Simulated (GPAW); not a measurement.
# TePb (Pm-3m) in GPAW: equation of state

Aim: energy against volume of TePb in PBE, for its equilibrium volume and stiffness.

Program: GPAW 26.7.0. These are calculated values, not measurements. Logs are shortened: lines on timing, memory, paths and dates and some standing lists are left out, and cuts for length are marked. The log counts tension as positive stress, the text compression.

### Step 1. The structure

It takes space group Pm-3m (No. 221, cubic). Conventional cell: a = 4.002 Å, b = 4.002 Å, c = 4.002 Å, α = 90.00°, β = 90.00°, γ = 90.00°. Pb (site symmetry m-3m) is surrounded by 8 Te at 3.47 Å. Te (site symmetry m-3m) is surrounded by 8 Pb at 3.47 Å.

Measurements of this composition are mostly on another form, of space group No. 225.

### Step 2. Equation of state, PBE

The input, run.py:

```python
from ase.eos import EquationOfState
from ase.io import Trajectory, read
from ase.units import GPa
from gpaw import GPAW, PW

atoms = read('POSCAR')

traj = Trajectory('eos.traj', 'w')
volumes, energies = [], []
for x in [0.94, 0.96, 0.98, 1.0, 1.02, 1.04, 1.06]:
    a = atoms.copy()
    a.set_cell(atoms.cell * x**(1 / 3), scale_atoms=True)
    calc = GPAW(mode=PW(600),
                xc='PBE',
                kpts={'size': (7, 7, 7), 'gamma': True},
                occupations={'name': 'fermi-dirac', 'width': 0.05},
                nbands=19,
                convergence={'density': 1e-05, 'energy': 1e-05},
                maxiter=150,
                txt=f'eos-{x:.2f}.txt')
    a.calc = calc
    energies.append(a.get_potential_energy(force_consistent=True))
    volumes.append(a.get_volume())
    p = -a.get_stress()[:3].mean() / GPa
    calc.write(f'eos-{x:.2f}.gpw')
    traj.write(a)
    print(f'{x:.2f} {volumes[-1]:10.4f} A^3 {energies[-1]:14.6f} eV {p:9.3f} GPa', flush=True)

v0, e0, B = EquationOfState(volumes, energies, eos='birchmurnaghan').fit()
print(f'V0 = {v0:.4f} A^3, E0 = {e0:.6f} eV, B0 = {B / GPa:.2f} GPa')
```

The input, POSCAR:

```
TePb
1.0
    4.0022870000      0.0000000000      0.0000000000
    0.0000000000      4.0022870000      0.0000000000
    0.0000000000      0.0000000000      4.0022870000
Pb Te
1 1
Direct
    0.0000000000      0.0000000000      0.0000000000
    0.5000000000      0.5000000000      0.5000000000
```

Potentials or basis: GPAW PAW data sets (gpaw-data 1.2.1), pw.

On the command line:

```bash
$ OMP_NUM_THREADS=1 python run.py
```

The log of the run:

```text
__  _  _
 | _ |_)|_||  |
 |__||  | ||/\| - 26.7.0

Input parameters:
  mode=PW(ecut=600.0),
  convergence={'density': 1e-05, 'energy': 1e-05},
  kpts=MonkhorstPack(size=(7, 7, 7), gamma=True),
  maxiter=150,
  nbands=19,
  occupations=Occupations(name='fermi-dirac', width=0.05),
  xc=XC(name='PBE')

Diagonalizing LCAO Hamiltonian
Converting LCAO to pw mode
   .---------.
  /|         |
 * |         |
 | |   Te    |
 | |         |
 | .---------.
 |/         /
 Pb--------*

Atoms  # Å, Bohr magnetons
|   | symbol |        x |        y |        z |    initial magnetic moments |
|---|--------|----------|----------|----------|-----------------------------|
| 0 |     Pb | 0.000000 | 0.000000 | 0.000000 | ( 0.0000,  0.0000,  0.0000) |
| 1 |     Te | 1.974098 | 1.974098 | 1.974098 | ( 0.0000,  0.0000,  0.0000) |

Unit cell  # Å
| periodic |        x |        y |        z |  lengths |    angles |
|----------|----------|----------|----------|----------|-----------|
|      yes | 3.948195 | 0.000000 | 0.000000 | 3.948195 | 90.000000 |
|      yes | 0.000000 | 3.948195 | 0.000000 | 3.948195 | 90.000000 |
|      yes | 0.000000 | 0.000000 | 3.948195 | 3.948195 | 90.000000 |

Number of symmetries: 48
Symmetry operations  # r_c * U_cc + t_c -> r_c
|    | kind |            matrix            |
|----|------|------------------------------|
|  0 |  E   |  1, 0, 0,  0, 1, 0,  0, 0, 1 |
|  1 |  σ   |  1, 0, 0,  0, 1, 0,  0, 0,-1 |
|  2 |  σ   |  1, 0, 0,  0, 0, 1,  0, 1, 0 |
|  3 |  C4  |  1, 0, 0,  0, 0, 1,  0,-1, 0 |
|  4 |  C4  |  1, 0, 0,  0, 0,-1,  0, 1, 0 |
|  5 |  σ   |  1, 0, 0,  0, 0,-1,  0,-1, 0 |
|  6 |  σ   |  1, 0, 0,  0,-1, 0,  0, 0, 1 |
|  7 |  C2  |  1, 0, 0,  0,-1, 0,  0, 0,-1 |
|  8 |  σ   |  0, 1, 0,  1, 0, 0,  0, 0, 1 |
|  9 |  C2  |  0, 1, 0,  1, 0, 0,  0, 0,-1 |
| 10 |  C3  |  0, 1, 0,  0, 0, 1,  1, 0, 0 |
| 11 |  S6  |  0, 1, 0,  0, 0, 1, -1, 0, 0 |
| 12 |  S6  |  0, 1, 0,  0, 0,-1,  1, 0, 0 |
| 13 |  C3  |  0, 1, 0,  0, 0,-1, -1, 0, 0 |
| 14 |  C4  |  0, 1, 0, -1, 0, 0,  0, 0, 1 |
| 15 |  S4  |  0, 1, 0, -1, 0, 0,  0, 0,-1 |
| 16 |  C3  |  0, 0, 1,  1, 0, 0,  0, 1, 0 |
| 17 |  S6  |  0, 0, 1,  1, 0, 0,  0,-1, 0 |
| 18 |  σ   |  0, 0, 1,  0, 1, 0,  1, 0, 0 |
| 19 |  C4  |  0, 0, 1,  0, 1, 0, -1, 0, 0 |
| 20 |  C2  |  0, 0, 1,  0,-1, 0,  1, 0, 0 |
| 21 |  S4  |  0, 0, 1,  0,-1, 0, -1, 0, 0 |
| 22 |  S6  |  0, 0, 1, -1, 0, 0,  0, 1, 0 |
| 23 |  C3  |  0, 0, 1, -1, 0, 0,  0,-1, 0 |
| 24 |  S6  |  0, 0,-1,  1, 0, 0,  0, 1, 0 |
| 25 |  C3  |  0, 0,-1,  1, 0, 0,  0,-1, 0 |
| 26 |  C4  |  0, 0,-1,  0, 1, 0,  1, 0, 0 |
| 27 |  σ   |  0, 0,-1,  0, 1, 0, -1, 0, 0 |
| 28 |  S4  |  0, 0,-1,  0,-1, 0,  1, 0, 0 |
| 29 |  C2  |  0, 0,-1,  0,-1, 0, -1, 0, 0 |
| 30 |  C3  |  0, 0,-1, -1, 0, 0,  0, 1, 0 |
| 31 |  S6  |  0, 0,-1, -1, 0, 0,  0,-1, 0 |
| 32 |  C4  |  0,-1, 0,  1, 0, 0,  0, 0, 1 |
| 33 |  S4  |  0,-1, 0,  1, 0, 0,  0, 0,-1 |
| 34 |  S6  |  0,-1, 0,  0, 0, 1,  1, 0, 0 |
| 35 |  C3  |  0,-1, 0,  0, 0, 1, -1, 0, 0 |
| 36 |  C3  |  0,-1, 0,  0, 0,-1,  1, 0, 0 |
| 37 |  S6  |  0,-1, 0,  0, 0,-1, -1, 0, 0 |
| 38 |  σ   |  0,-1, 0, -1, 0, 0,  0, 0, 1 |
| 39 |  C2  |  0,-1, 0, -1, 0, 0,  0, 0,-1 |
| 40 |  σ   | -1, 0, 0,  0, 1, 0,  0, 0, 1 |
| 41 |  C2  | -1, 0, 0,  0, 1, 0,  0, 0,-1 |
| 42 |  C2  | -1, 0, 0,  0, 0, 1,  0, 1, 0 |
| 43 |  S4  | -1, 0, 0,  0, 0, 1,  0,-1, 0 |
| 44 |  S4  | -1, 0, 0,  0, 0,-1,  0, 1, 0 |
| 45 |  C2  | -1, 0, 0,  0, 0,-1,  0,-1, 0 |
| 46 |  C2  | -1, 0, 0,  0,-1, 0,  0, 0, 1 |
| 47 |  i   | -1, 0, 0,  0,-1, 0,  0, 0,-1 |

BZ-sampling:
  Number of BZ points: 343
  Number of IBZ points: 20

  Monkhorst-Pack size: [7, 7, 7]
  Monkhorst-Pack shift: [0, 0, 0]

K-points  # in reciprocal-cell coordinates
|     |                                coordinates |     weight |
|-----|--------------------------------------------|------------|
|   0 | (  0.00000000,   0.00000000,   0.00000000) | 0.00291545 |
|   1 | (  0.14285714,   0.00000000,   0.00000000) | 0.01749271 |
|   2 | (  0.14285714,   0.14285714,   0.00000000) | 0.03498542 |
|   3 | (  0.14285714,   0.14285714,   0.14285714) | 0.02332362 |
|   4 | (  0.28571429,   0.00000000,   0.00000000) | 0.01749271 |
|   5 | (  0.28571429,   0.14285714,   0.00000000) | 0.06997085 |
|   6 | (  0.28571429,   0.14285714,   0.14285714) | 0.06997085 |
|   7 | (  0.28571429,   0.28571429,   0.00000000) | 0.03498542 |
|   8 | (  0.28571429,   0.28571429,   0.14285714) | 0.06997085 |
|   9 | (  0.28571429,   0.28571429,   0.28571429) | 0.02332362 |
| ... |                                            |            |
|  19 | (  0.42857143,   0.42857143,   0.42857143) | 0.02332362 |

Plane wave coefficients: 2103
Cutoff: 600.0 eV

Spin-components: 1 (collinear spins)
Bands:           19
Projectors:      11
Spin-degeneracy: 2
Datatype:        complex128

Parallelization:
  kpt:    1
  domain: 1
  band:   1

Density:
  Valence electrons: 20.0
  Components: 1
  Grid points: [24 24 24]
  Charge: 0.0  # |e|

Potential:
  Grid points: [24 24 24]

species:
  Pb:
    name:    Lead
    Z:       82.0
    valence: 14
    core:    68
    charge:  0.0  # [|e|]
    compensation charges:
      type: gauss
      rc: 0.38  # [Å]
      lmax: 2
    cutoffs:
      filter: 2.36  # [Å]
      core: 2.43  # [Å]
    projectors
    | kind |    occ | energy [eV] | rcut [Å] |
    |------|--------|-------------|----------|
    |   6s |  2.000 |     -11.969 |    1.259 |
    |   6p |  2.000 |      -3.506 |    1.275 |
    |   5d | 10.000 |     -21.211 |    1.217 |
    |    s |        |      15.243 |    1.259 |
    |    p |        |      23.705 |    1.275 |
    |    d |        |       6.001 |    1.217 |

    Using partial waves for Pb as LCAO basis

  Te:
    name:    Tellurium
    Z:       52.0
    valence: 6
    core:    46
    charge:  0.0  # [|e|]
    compensation charges:
      type: gauss
      rc: 0.36  # [Å]
      lmax: 2
    cutoffs:
      filter: 2.09  # [Å]
      core: 3.17  # [Å]
    projectors
    | kind |    occ | energy [eV] | rcut [Å] |
    |------|--------|-------------|----------|
    |   5s |  2.000 |     -15.089 |    1.180 |
    |   5p |  4.000 |      -5.955 |    1.196 |
    |    s |        |      12.123 |    1.180 |
    |    p |        |      21.256 |    1.196 |
    |    d |        |       0.000 |    1.238 |

    Using partial waves for Te as LCAO basis

Reference energy: -752065.146798  # eV

eigensolver:
  PPCG
  Converge bands: occupied
  niter=2

density mixing:
  MSR1-Mixer
  Pratt-step length: 0.05
  Maximum mixing coefficient: 0.75
  Old densities: 10
  SVD Regularization: 0.005
  Good broyden scale: 1.0
  Trust region scale: 1.0
  Backstep threshold: 4.0
  History deletion threshold: 6.0
  Fourier metric: weight=20.0, sigma=0.015

occupation numbers:
  Fermi-Dirac:
    width: 0.0500  # eV

poisson solver:
  ecut: 4800.0  # eV

xc functional:
  name: PBE with 2 nearest neighbor stencil

convergence criteria:
- Maximum integral of absolute [dens]ity change: 1e-05 electrons / valence electron
- Maximum [total energy] change in last 3 cyles: 1e-05 eV / valence electron
- Maximum integral of absolute [eigenst]ate change: 4e-08 eV^2 / valence electron
maximum number of iterations: 150

SCF iterations
|iter     | |      energy | eigst |  dens |
|---------|-|-------------|-------|-------|
|iter:   1| |   -7.511228 | -0.22 |       |
|iter:   2| |   -7.470879 | -2.02 | -1.32 |
|iter:   3| |   -7.338139 | -2.02 | -1.37 |
|iter:   4| |   -7.334872 | -3.69 | -1.96 |
|iter:   5| |   -7.334311 | -4.03 | -2.25 |
|iter:   6| |   -7.334279 | -5.05 | -2.84 |
|iter:   7| |   -7.334269c| -6.21 | -3.49 |
|iter:   8| |   -7.334271c| -7.48c| -4.48 |
|iter:   9| |   -7.334269c| -8.09c| -4.47 |
|iter:  10| |   -7.334269c| -8.45c| -5.17c|

Converged in 10 steps
Energy contributions relative to reference atoms: (reference = -752065.146798)

Energy contributions:
  Kinetic:          17.321125
  Coulomb:         -17.391900
  Zero:              0.127580
  External:          0.000000
  Xc:               -7.383241
  Entropy:          -0.015666
  Spinorbit:         0.000000
  ----------------------------
  Free energy:      -7.342102
  Extrapolated:     -7.334269

dipole moment: (-16.679546, -16.679546, -16.679546)  # |e|*Ang

Fermi level: 6.863
Eigenvalues  # (at kpt = [0.000, 0.000, 0.000])
| band index |      eig [eV] | occ [0-2] |
|------------|---------------|-----------|
|          0 |       -10.216 |     2.000 |
|        ... |               |           |
|          2 |       -10.126 |     2.000 |
|          3 |       -10.126 |     2.000 |
|          4 |       -10.126 |     2.000 |
|          5 |        -5.508 |     2.000 |
|          6 |         0.320 |     2.000 |
|          7 |         5.226 |     2.000 |
|          8 |         5.226 |     2.000 |
|          9 |         5.226 |     2.000 |
|         10 |        10.869 |     0.000 |
|         11 |        10.869 |     0.000 |
|         12 |        12.388 |     0.000 |
|         13 |        12.388 |     0.000 |
|         14 |        12.388 |     0.000 |
|         15 |        17.446 |     0.000 |
|         16 |        18.292 |     0.000 |
|         17 |        18.292 |     0.000 |
|         18 |        18.292 |     0.000 |

No gap
No difference between direct/indirect transitions

Stress tensor  # eV/Ang^3
|         x |         y |         z |
|-----------|-----------|-----------|
| -0.009176 |  0.000000 |  0.000000 |
|  0.000000 | -0.009176 |  0.000000 |
|  0.000000 |  0.000000 | -0.009176 |

# Writing to eos-0.96.gpw (mode='')
```

It took 1.7 min on 1 thread of Intel Xeon Platinum 8488C (Sapphire Rapids), shared host; peak memory 0.26 GiB.

Results:

```
Equilibrium volume                      : 31.85 Å³/atom
Bulk modulus                            : 40 GPa
Pressure derivative of the bulk modulus : 3.8
```

Energy against volume, from the lowest point:
```csv
volume (Å³/atom),energy (meV/atom)
30.132,12.55
30.773,4.67
31.414,0.60
32.055,0.00
32.696,2.54
33.337,7.94
33.978,15.92
```
